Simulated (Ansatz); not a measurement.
A run of Ansatz 0.2.0 is set up as follows.

input.yaml

```yaml
crystal:
  lattice:
    - [3.18, 0.0, 0.0]
    - [-1.59, 2.753960784, 0.0]
    - [0.0, 0.0, 5.166]
  atoms:
    - { symbol: Ga, position: [0.6666666667, 0.3333333333, 0.5] }
    - { symbol: Ga, position: [0.3333333333, 0.6666666667, 0.0] }
    - { symbol: "N", position: [0.6666666667, 0.3333333333, 0.875] }
    - { symbol: "N", position: [0.3333333333, 0.6666666667, 0.375] }
hamiltonian:
  xc: rpbe
  pseudopotentials: { kind: paw }
  dispersion: d4
kpoints:
  mp_grid: { grid: [10, 10, 5] }
scf:
  occupations: { method: fermi_dirac, width: 0.05 }
output:
  forces: true
  stress: true
  write_density: true
  write_potential: true
  elf: true
  volumetric_format: npy
relax:
  f_tol: 0.01
  max_steps: 40
  cell: { stress_tol: 0.05 }
```

Potentials or basis: Ansatz PAW.

Launch:

```bash
$ ansatz run input.yaml --threads 2 --pin off --max-ram 5632MiB --backend cpu --events-out ev --progress --plain --runs-dir out
```

Q: Predict the space group after relaxing (to 0.05 Å).

A: P6_3mc (No. 186).

Q: What does it give for the relaxed volume?

A: 11.24 Å³/atom.

Q: What does it give for the relaxed cell?

A: a = 3.170 Å, b = 3.170 Å, c = 5.168 Å, α = 90.00°, β = 90.00°, γ = 120.00°.

Step by step:
| step | energy change (eV) | largest force (eV/Å) | volume (Å³) |
| --- | --- | --- | --- |
| 1 | 0.0000 | 0.1305 | 45.24 |
| 2 | -0.0022 | 0.0906 | 45.09 |
| 3 | -0.0033 | 0.0324 | 44.96 |
| 4 | -0.0033 | 0.0010 | 44.98 |
| 5 | -0.0026 | 0.0011 | 44.98 |

Caveat: the plane-wave basis is chosen anew once the cell has moved, so the energies of steps on either side of that aren't comparable; the pressure holds a Pulay correction of +0.5 GPa for the finite cutoff; the PAW data sets come from PBE, with cores solved anew for the run's functional, which leaves a small shift of forces and pressure.
